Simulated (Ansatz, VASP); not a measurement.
## Ag: VASP beside Ansatz

Contents of POSCAR:

```
Ag
1.0
    0.0000000000      2.0427500000      2.0427500000
    2.0427500000      0.0000000000      2.0427500000
    2.0427500000      2.0427500000      0.0000000000
Ag
1
Direct
    0.0000000000      0.0000000000      0.0000000000
```

File INCAR.step1:

```
  PREC = Accurate
  ENCUT = 520
  EDIFF = 1E-5
  ISMEAR = -1
  SIGMA = 0.05
  LREAL = F
  LASPH = T
  NELM = 100
  ALGO = Normal
  ISIF = 2
  LWAVE = T
  LCHARG = F
  LMAXMIX = 4
  NBANDS = 12
  GGA = PE
```

The input INCAR.step2:

```
  PREC = Accurate
  ENCUT = 520
  EDIFF = 1E-6
  ISMEAR = -1
  SIGMA = 0.05
  LREAL = F
  LASPH = T
  NELM = 100
  ALGO = Normal
  ISIF = 2
  LWAVE = F
  LCHARG = F
  LMAXMIX = 4
  METAGGA = R2SCAN
  LHFCALC = T
  AEXX = 0.5
  LMIXTAU = T
  PRECFOCK = Fast
  HFRCUT = -1
  NBANDS = 12
  ISTART = 1
```

Contents of KPOINTS:

```
Automatic mesh
0
Gamma
  6 6 6
```

The input KPOINTS_OPT:

```
path GXWKGLUWLK,UX
12
line-mode
reciprocal
 0.0000000000  0.0000000000  0.0000000000  G
 0.5000000000  0.0000000000  0.5000000000  X

 0.5000000000  0.0000000000  0.5000000000  X
 0.5000000000  0.2500000000  0.7500000000  W

 0.5000000000  0.2500000000  0.7500000000  W
 0.3750000000  0.3750000000  0.7500000000  K

 0.3750000000  0.3750000000  0.7500000000  K
 0.0000000000  0.0000000000  0.0000000000  G

 0.0000000000  0.0000000000  0.0000000000  G
 0.5000000000  0.5000000000  0.5000000000  L

 0.5000000000  0.5000000000  0.5000000000  L
 0.6250000000  0.2500000000  0.6250000000  U

 0.6250000000  0.2500000000  0.6250000000  U
 0.5000000000  0.2500000000  0.7500000000  W

 0.5000000000  0.2500000000  0.7500000000  W
 0.5000000000  0.5000000000  0.5000000000  L

 0.5000000000  0.5000000000  0.5000000000  L
 0.3750000000  0.3750000000  0.7500000000  K

 0.6250000000  0.2500000000  0.6250000000  U
 0.5000000000  0.0000000000  0.5000000000  X
```

File input.yaml:

```yaml
crystal:
  lattice:
    - [0.0, 2.04275, 2.04275]
    - [2.04275, 0.0, 2.04275]
    - [2.04275, 2.04275, 0.0]
  atoms:
    - { symbol: Ag, position: [0.0, 0.0, 0.0] }
hamiltonian:
  xc: r2scan50
  pseudopotentials: { kind: paw }
kpoints:
  mp_grid: { grid: [6, 6, 6] }
scf:
  occupations: { method: fermi_dirac, width: 0.05 }
output:
  forces: true
  stress: true
  eigenvalues: true
```

Alike in both runs: functional r2SCAN50; k mesh 6 × 6 × 6; occupations fermi-dirac, width 0.05 eV; no spin polarisation.

```csv
,VASP,Ansatz
version,VASP 6.6.1,Ansatz 0.2.0
potentials or method,"VASP PAW PBE potentials, release 64 (Ag)",Ansatz PAW
plane-wave cutoff (eV),520,500
valence electrons in the cell,11,19
task,band structure,single point
```

Ansatz gave:

* gap on the k mesh at the Fermi level (eV): none
* pressure (GPa): 3.9

Task: Which values does VASP return?

Result: gap on the k mesh at the Fermi level (eV): none; pressure (GPa): 3.8.

A gap of «none» marks a metal or a gap that the smearing closes. The two sets of potentials don't hold the same shells in valence.

Caveats: the k mesh is coarse (spacing up to 0.44 Å⁻¹), so the values aren't converged, least of all with exact exchange; the PAW data sets were made with another functional, which shifts forces and pressure a little (VASP); the PAW data sets come from PBE, with cores solved anew for the run's functional, which leaves a small shift of forces and pressure (Ansatz); the thresholds are loose for stress (Ansatz).
